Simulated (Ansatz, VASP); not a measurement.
## CaH4 in VASP and in Ansatz

```
Ca H
1.0
     3.73310    0.00000    0.00000
     0.00000    3.73310    0.00000
     0.00000    0.00000    3.73310
Ca H
1 4
Direct
  0.00000 0.00000 0.00000
  0.50000 0.00000 0.00000
  0.00000 0.50000 0.00000
  0.00000 0.00000 0.50000
  0.50000 0.50000 0.50000
```

Alike in both runs: task relaxation of cell and atoms; functional PBE; k mesh 6 × 6 × 6; occupations gaussian, width 0.1 eV; no spin polarisation.

|  | VASP | Ansatz |
| --- | --- | --- |
| version | VASP 6.6.1 | Ansatz 0.2.0 |
| potentials or method | VASP PAW PBE potentials, release 64 (Ca_sv, H) | scalar-relativistic, plane waves, PAW |
| plane-wave cutoff (eV) | 600 | 420 |
| valence electrons in the cell | 14 | 14 |

Ansatz gave:

- gap on the k mesh at the Fermi level, each at its own relaxed structure (eV): none
- relaxed volume (Å³/atom): 14.45
- relaxed cell length with the largest relative difference (Å): 4.165
- energy change over the relaxation (meV/atom): -123

Question: Estimate VASP's values.

Answer: gap on the k mesh at the Fermi level, each at its own relaxed structure (eV): none; relaxed volume (Å³/atom): 14.33; relaxed cell length with the largest relative difference (Å): 4.153; energy change over the relaxation (meV/atom): -123.

A gap of «none» marks a metal or a gap that the smearing closes.

Caveats: the volume moved by over 15 % at a fixed basis, so the end points are rough (VASP).
